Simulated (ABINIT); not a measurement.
# GaP (F-43m) in ABINIT: settings compared

Aim: see how the results for GaP move with the level of theory and the settings. Levels: RPBE, PBE+D3(BJ). Tasks: band structure, equation of state.

Program: ABINIT 10.8.3 (patched build). These are calculated values, not measurements. Logs are shortened: lines on timing, memory, paths and dates and some standing lists are left out, and cuts for length are marked. The log counts tension as positive stress, the text compression.

**Measured values to compare with.**

“Stacking defects in GaP nanowires: Electronic structure and optical properties”, 2018, arxiv:1810.01194 quotes, for a bulk crystal of GaP at 10 K: band gap 2.34 eV (indirect).

From “Phosphorous dimerization in GaP at high pressure”, 2017, arxiv:1709.06667, for a bulk crystal of GaP: bulk modulus 87.5 ± 0.6 GPa.

The results are compared with them further down.

## 1. The crystal as given

The structure is cubic, space group F-43m (No. 216). Conventional cell: a = 5.451 Å, b = 5.451 Å, c = 5.451 Å, α = 90.00°, β = 90.00°, γ = 90.00°. Ga (site symmetry -43m) has 4 P at 2.36 Å as nearest neighbours. P (site symmetry -43m) has 4 Ga at 2.36 Å as nearest neighbours.

## 2. Band structure, RPBE, spin-orbit coupling, no magnetisation

Input file run.abi:

```
# Datasets: ground state, then fixed potential
ndtset 2

# Pseudopotentials
pp_dirpath "./"
pseudos "Ga.GGA_PBE-JTH.xml, P.GGA_PBE-JTH.xml"

# Structure
acell 3*1.0
rprim
     0.0000000000     5.1499761211     5.1499761211
     5.1499761211     0.0000000000     5.1499761211
     5.1499761211     5.1499761211     0.0000000000
ntypat 2
znucl 31 15
natom 2
typat 1 2
xcart
     0.0000000000     0.0000000000     0.0000000000
     4.0878750000     4.0878750000     4.0878750000 Angstrom

# Plane-wave basis
ecut 20.0
pawecutdg 40.0

# Exchange and correlation
ixc 15

# Bands and occupations
occopt 3
tsmear 0.05 eV

# Spin
nspinor 2
nspden 1
pawspnorb 1

# SCF cycle
nstep 100

# Output
iomode 3
prtwf 0
prteig 0
prtebands 0
enunit 2
prtden1 1

# Dataset 1
kptopt1 4
ngkpt1 8 8 8
nshiftk1 1
shiftk1 0.0 0.0 0.0
nband1 26
tolvrs1 1.0e-9

# Dataset 2: bands along G-X-W-K-G-L-U-W-L-K
iscf2 -2
getden2 1
nband2 34
nbdbuf2 2
tolwfr2 1.0e-12
kptopt2 -9
ndivsm2 8
prteig2 1
kptbounds2
     0.0000000000     0.0000000000     0.0000000000
     0.5000000000     0.0000000000     0.5000000000
     0.5000000000     0.2500000000     0.7500000000
     0.3750000000     0.3750000000     0.7500000000
     0.0000000000     0.0000000000     0.0000000000
     0.5000000000     0.5000000000     0.5000000000
     0.6250000000     0.2500000000     0.6250000000
     0.5000000000     0.2500000000     0.7500000000
     0.5000000000     0.5000000000     0.5000000000
     0.3750000000     0.3750000000     0.7500000000
```

Potentials or basis: JTH PAW PBE v2.0.

Run with:

```console
$ abinit run.abi > log 2>&1
```

run.abo:

```text
.Version 10.8.3 of ABINIT
 DATASET    1 : space group F2 3 (#196); Bravais cF (face-center cubic)
================================================================================
 Values of the parameters that define the memory need for DATASET  1.
     intxc =       0    ionmov =       0      iscf =      17    lmnmax =      18
     lnmax =       6     mgfft =      30  mpssoang =       3    mqgrid =    3001
     natom =       2  nloc_mem =       2    nspden =       1   nspinor =       2
    nsppol =       1      nsym =      12    n1xccc =       1    ntypat =       2
    occopt =       3   xclevel =       2
       mpw =        1211          nfft =       27000          nkpt =          52
 PAW method is used; the additional fine FFT grid is defined by:
   mgfftf=        45    nfftf =     91125
================================================================================
================================================================================

 DATASET    2 : space group F2 3 (#196); Bravais cF (face-center cubic)
================================================================================
 Values of the parameters that define the memory need for DATASET  2.
     intxc =       0    ionmov =       0      iscf =      -2    lmnmax =      18
     lnmax =       6     mgfft =      30  mpssoang =       3    mqgrid =    3001
     natom =       2  nloc_mem =       2    nspden =       1   nspinor =       2
    nsppol =       1      nsym =      12    n1xccc =       1    ntypat =       2
    occopt =       3   xclevel =       2
       mpw =        1211          nfft =       27000          nkpt =         139
 PAW method is used; the additional fine FFT grid is defined by:
   mgfftf=        45    nfftf =     91125
================================================================================
================================================================================

--------------------------------------------------------------------------------
------------- Echo of variables that govern the present computation ------------
--------------------------------------------------------------------------------
 -outvars: echo values of preprocessed input variables --------
            acell      1.0000000000E+00  1.0000000000E+00  1.0000000000E+00 Bohr
              amu      6.97230000E+01  3.09737620E+01
             ecut      2.00000000E+01 Hartree
           enunit           2
           getden1          0
           getden2          1
             iscf1         17
             iscf2         -2
                       outvar_i_n : Printing only first  50 k-points.
              ixc          15
           jdtset        1    2
                       outvar_i_n : Printing only first  50 k-points.
           kptopt1          4
           kptopt2         -9
         kptrlatt        8    0    0      0    8    0      0    0    8
          kptrlen1     5.82653286E+01
          kptrlen2     3.00000000E+01
            natom           2
            nband1         26
            nband2         34
           nbdbuf1          0
           nbdbuf2          2
           ndtset           2
           ndivsm1          0
           ndivsm2          8
            ngfft          30      30      30
          ngfftdg          45      45      45
             nkpt1         52
             nkpt2        139
          nspinor           2
            nstep         100
             nsym          12
           ntypat           2
                       prtocc : prtvol=0, do not print more k-points.
           occopt           3
        pawcpxocc           2
        pawecutdg      4.00000000E+01 Hartree
        pawspnorb           1
         pawxcdev           0
        prtebands           0
           prteig1          0
           prteig2          1
            prtwf           0
            rprim      0.0000000000E+00  5.1499761211E+00  5.1499761211E+00
[... 1942 lines left out ...]
  4.9817E-01  4.9881E-01  5.3578E-01  5.3944E-01  5.7274E-01  5.7307E-01
  7.3295E-01  7.3502E-01  7.7357E-01  7.7358E-01

--- !ResultsGS
iteration_state: {dtset: 2, }
comment   : Summary of ground state results
lattice_vectors:
- [  0.0000000,   5.1499761,   5.1499761, ]
- [  5.1499761,   0.0000000,   5.1499761, ]
- [  5.1499761,   5.1499761,   0.0000000, ]
lattice_lengths: [   7.28317,    7.28317,    7.28317, ]
lattice_angles: [ 60.000,  60.000,  60.000, ] # degrees, (23, 13, 12)
lattice_volume:   2.7317795E+02
convergence: {deltae:  0.000E+00, res2:  0.000E+00, residm:  9.986E-13, diffor:  0.000E+00, }
etotal    :  -8.56952918E+01
entropy   :   0.00000000E+00
fermie    :   2.22969158E-01
cartesian_stress_tensor: null
pressure_GPa: null
xred      :
- [  0.0000E+00,   0.0000E+00,   0.0000E+00, Ga]
- [  7.5000E-01,   7.5000E-01,   7.5000E-01,  P]
cartesian_forces: null
force_length_stats: {min: null, max: null, mean: null, }
...

 Integrated electronic density in atomic spheres:
 ------------------------------------------------
 Atom  Sphere_radius  Integrated_density
    1        2.10359         11.06086622
    2        1.60765          1.58485681

================================================================================

 ----iterations are completed or convergence reached----

 Mean square residual over all n,k,spin=   53.722E-14; max=  99.862E-14
 reduced coordinates (array xred) for    2 atoms
       0.000000000000      0.000000000000      0.000000000000
       0.750000000000      0.750000000000      0.750000000000

 cartesian coordinates (angstrom) at end:
    1      0.00000000000000     0.00000000000000     0.00000000000000
    2      4.08787499719786     4.08787499719786     4.08787499719786
 length scales=  1.000000000000  1.000000000000  1.000000000000 bohr
              =  0.529177210544  0.529177210544  0.529177210544 angstroms
 Eigenvalues (hartree) for nkpt= 139  k points:
 kpt#   1, nband= 34, wtk=  1.00000, kpt=  0.0000  0.0000  0.0000 (reduced coord)
  -0.35044   -0.35044   -0.35044   -0.35044   -0.33504   -0.33504   -0.33266   -0.33266
  -0.33266   -0.33266   -0.26602   -0.26602    0.19007    0.19007    0.19306    0.19306
   0.19306    0.19306    0.26366    0.26366    0.33191    0.33191    0.33800    0.33800
   0.33800    0.33800    0.52431    0.52431    0.54826    0.54826    0.54826    0.54826
   0.65283    0.65348
 kpt#   2, nband= 34, wtk=  1.00000, kpt=  0.0217  0.0000  0.0217 (reduced coord)
  -0.35046   -0.35046   -0.35042   -0.35042   -0.33505   -0.33505   -0.33268   -0.33268
  -0.33264   -0.33264   -0.26571   -0.26571    0.18819    0.18819    0.19113    0.19113
   0.19214    0.19214    0.26646    0.26646    0.33233    0.33233    0.33803    0.33803
   0.33923    0.33923    0.52586    0.52586    0.54525    0.54525    0.54854    0.54854
   0.65358    0.65449
 kpt#   3, nband= 34, wtk=  1.00000, kpt=  0.0435  0.0000  0.0435 (reduced coord)
  -0.35048   -0.35048   -0.35041   -0.35041   -0.33505   -0.33505   -0.33269   -0.33269
  -0.33263   -0.33263   -0.26480   -0.26480    0.18123    0.18123    0.18787    0.18787
   0.18947    0.18947    0.27368    0.27368    0.33174    0.33174    0.33998    0.33998
   0.34280    0.34280    0.53033    0.53033    0.53721    0.53721    0.54938    0.54938
[... 802 lines left out ...]
   0.11473    0.11482    0.28101    0.28126    0.39172    0.39196    0.47462    0.47534
   0.47731    0.47733    0.53450    0.53760    0.56649    0.56681    0.73595    0.73757
   0.75747    0.75755
 kpt# 138, nband= 34, wtk=  1.00000, kpt=  0.3839  0.3839  0.7321 (reduced coord)
  -0.35262   -0.35113   -0.34961   -0.34908   -0.33694   -0.33419   -0.33284   -0.33277
  -0.33216   -0.33171   -0.16040   -0.16037   -0.04542   -0.04506    0.04703    0.04781
   0.11194    0.11202    0.27798    0.27822    0.38165    0.38165    0.48625    0.48663
   0.48947    0.48976    0.53230    0.53575    0.56800    0.56833    0.73733    0.73939
   0.77786    0.77907
 kpt# 139, nband= 34, wtk=  1.00000, kpt=  0.3750  0.3750  0.7500 (reduced coord)
  -0.35262   -0.35117   -0.34959   -0.34908   -0.33690   -0.33424   -0.33283   -0.33267
  -0.33220   -0.33169   -0.15892   -0.15888   -0.04691   -0.04655    0.04827    0.04905
   0.10956    0.10964    0.27547    0.27569    0.37055    0.37071    0.49510    0.49544
   0.49817    0.49881    0.53578    0.53944    0.57274    0.57307    0.73295    0.73502
   0.77357    0.77358
 Eigenvalues (   eV  ) for nkpt= 139  k points:
 kpt#   1, nband= 34, wtk=  1.00000, kpt=  0.0000  0.0000  0.0000 (reduced coord)
  -9.53594   -9.53594   -9.53594   -9.53594   -9.11695   -9.11695   -9.05211   -9.05211
  -9.05211   -9.05211   -7.23864   -7.23864    5.17194    5.17194    5.25347    5.25347
   5.25347    5.25347    7.17469    7.17469    9.03167    9.03167    9.19749    9.19749
   9.19749    9.19749   14.26719   14.26719   14.91885   14.91885   14.91885   14.91885
  17.76447   17.78213
 kpt#   2, nband= 34, wtk=  1.00000, kpt=  0.0217  0.0000  0.0217 (reduced coord)
  -9.53639   -9.53639   -9.53554   -9.53554   -9.11704   -9.11704   -9.05257   -9.05257
  -9.05171   -9.05171   -7.23037   -7.23037    5.12096    5.12096    5.20097    5.20097
   5.22831    5.22831    7.25069    7.25069    9.04310    9.04310    9.19831    9.19831
   9.23096    9.23096   14.30943   14.30943   14.83689   14.83689   14.92650   14.92650
  17.78483   17.80971
 kpt#   3, nband= 34, wtk=  1.00000, kpt=  0.0435  0.0000  0.0435 (reduced coord)
  -9.53711   -9.53711   -9.53501   -9.53501   -9.11730   -9.11730   -9.05305   -9.05305
  -9.05141   -9.05141   -7.20562   -7.20562    4.93163    4.93163    5.11215    5.11215
   5.15564    5.15564    7.44732    7.44732    9.02706    9.02706    9.25132    9.25132
   9.32817    9.32817   14.43095   14.43095   14.61827   14.61827   14.94931   14.94931
[... 803 lines left out ...]
  12.98814   12.98893   14.54455   14.62886   15.41489   15.42368   20.02616   20.07018
  20.61187   20.61403
 kpt# 138, nband= 34, wtk=  1.00000, kpt=  0.3839  0.3839  0.7321 (reduced coord)
  -9.59519   -9.55484   -9.51344   -9.49892   -9.16850   -9.09383   -9.05701   -9.05508
  -9.03859   -9.02622   -4.36478   -4.36387   -1.23600   -1.22620    1.27978    1.30088
   3.04591    3.04821    7.56432    7.57086   10.38515   10.38517   13.23155   13.24186
  13.31912   13.32713   14.48462   14.57854   15.45619   15.46516   20.06384   20.11994
  21.16671   21.19944
 kpt# 139, nband= 34, wtk=  1.00000, kpt=  0.3750  0.3750  0.7500 (reduced coord)
  -9.59539   -9.55579   -9.51293   -9.49907   -9.16747   -9.09524   -9.05667   -9.05233
  -9.03969   -9.02567   -4.32456   -4.32334   -1.27646   -1.26679    1.31341    1.33476
   2.98136    2.98355    7.49603    7.50200   10.08325   10.08766   13.47239   13.48169
  13.55601   13.57337   14.57944   14.67885   15.58514   15.59409   19.94451   20.00087
  21.04979   21.05026

== END DATASET(S) ==============================================================
================================================================================

 -outvars: echo values of variables after computation  --------
            acell      1.0000000000E+00  1.0000000000E+00  1.0000000000E+00 Bohr
           etotal1    -8.5695291822E+01
            fcart1    -6.5355769615E-30 -6.5355769615E-30  1.9606730885E-29
                       6.5355769615E-30  6.5355769615E-30 -1.9606730885E-29
            rprim      0.0000000000E+00  5.1499761211E+00  5.1499761211E+00
                       5.1499761211E+00  0.0000000000E+00  5.1499761211E+00
                       5.1499761211E+00  5.1499761211E+00  0.0000000000E+00
           strten1    -1.5757256785E-04 -1.5757256785E-04 -1.5757256785E-04
                       0.0000000000E+00  0.0000000000E+00  0.0000000000E+00
           xangst      0.0000000000E+00  0.0000000000E+00  0.0000000000E+00
                       4.0878749972E+00  4.0878749972E+00  4.0878749972E+00
             xred      0.0000000000E+00  0.0000000000E+00  0.0000000000E+00
                       7.5000000000E-01  7.5000000000E-01  7.5000000000E-01
 Calculation completed.
```

Wall time 5.6 min (1 thread of Arm Neoverse V1, shared host); peak memory 0.26 GiB.

What came out:

* Free energy: -2331.8877 eV
* Pressure: 4.6 GPa
* Band gap on the k mesh: 1.70 eV, indirect (least direct gap 1.92 eV)
* Band gap along the path: 1.66 eV, indirect (least direct gap 1.92 eV)
* Valence electrons inside the program's atomic spheres: Ga 11.06; P 1.58

Levels at the corners of the path, in eV from the valence-band top:
```tsv
point	band 14	band 15	band 16	band 17	band 18	band 19	band 20	band 21	band 22	band 23
Γ	-0.08	0.00	0.00	0.00	0.00	1.92	1.92	3.78	3.78	3.94
X	-6.73	-2.71	-2.71	-2.69	-2.69	1.73	1.73	1.88	1.88	10.55
W	-6.52	-3.58	-3.57	-3.44	-3.39	4.74	4.75	4.86	4.89	6.08
K	-6.52	-3.94	-3.92	-2.27	-2.27	2.24	2.25	4.83	4.83	8.22
Γ	-0.08	0.00	0.00	0.00	0.00	1.92	1.92	3.78	3.78	3.94
L	-6.61	-1.17	-1.17	-1.11	-1.11	1.74	1.74	4.69	4.69	4.75
U	-6.52	-3.94	-3.92	-2.27	-2.27	2.24	2.25	4.83	4.83	8.22
W	-6.52	-3.58	-3.57	-3.44	-3.39	4.74	4.75	4.86	4.89	6.08
L	-6.61	-1.17	-1.17	-1.11	-1.11	1.74	1.74	4.69	4.69	4.75
K	-6.52	-3.94	-3.92	-2.27	-2.27	2.24	2.25	4.83	4.83	8.22
```

Caveat: the PAW data sets were made with another functional, which shifts forces and pressure a little.

(Part 1 of 2 ends here.)
